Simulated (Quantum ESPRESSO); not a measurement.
A run of Quantum ESPRESSO 7.5:

The input pw.in:

```
&CONTROL
  calculation = 'scf'
  prefix = 'pwscf'
  outdir = './tmp'
  pseudo_dir = './pseudo'
  tprnfor = .true.
  tstress = .true.
  disk_io = 'nowf'
  verbosity = 'high'
/
&SYSTEM
  ibrav = 0
  nat = 2
  ntyp = 2
  ecutwfc = 45
  ecutrho = 360
  nbnd = 20
  occupations = 'smearing'
  smearing = 'gaussian'
  degauss = 0.00367493
/
&ELECTRONS
  conv_thr = 8d-08
  electron_maxstep = 100
  mixing_beta = 0.3
  mixing_ndim = 12
  diagonalization = 'cg'
  diago_david_ndim = 4
/
ATOMIC_SPECIES
Mn    54.9380 mn_lda_v1.5.uspp.F.UPF
O     15.9990 o_lda_v1.2.uspp.F.UPF
CELL_PARAMETERS angstrom
   2.9694859100    0.0000000000    0.0000000000
  -1.4847429600    2.5716502300    0.0000000000
   0.0000000000    0.0000000000    2.8980711300
ATOMIC_POSITIONS crystal
Mn     0.0000000000    0.0000000000    0.0000000000
O      0.6666666667    0.3333333333    0.5000000000
K_POINTS automatic
7 7 7 0 0 0
HUBBARD {ortho-atomic}
U Mn-3d 4.0
```

Potentials or basis: GBRV 1.5 LDA.

Command:

```bash
$ OMP_NUM_THREADS=1 pw.x -in pw.in > pw.out
```

Hardware: 1 thread of AMD EPYC 7R43 64-Core Processor (Zen 3) (shared host).

Question: Estimate the wall time of this run.

Answer: It took 15 s on 1 thread of AMD EPYC 7R43 64-Core Processor (Zen 3), with other jobs on the host, peak memory 0.12 GiB. Counts: scf iterations 16, k pools 1, bands 20, k points 32, g dense 17241.
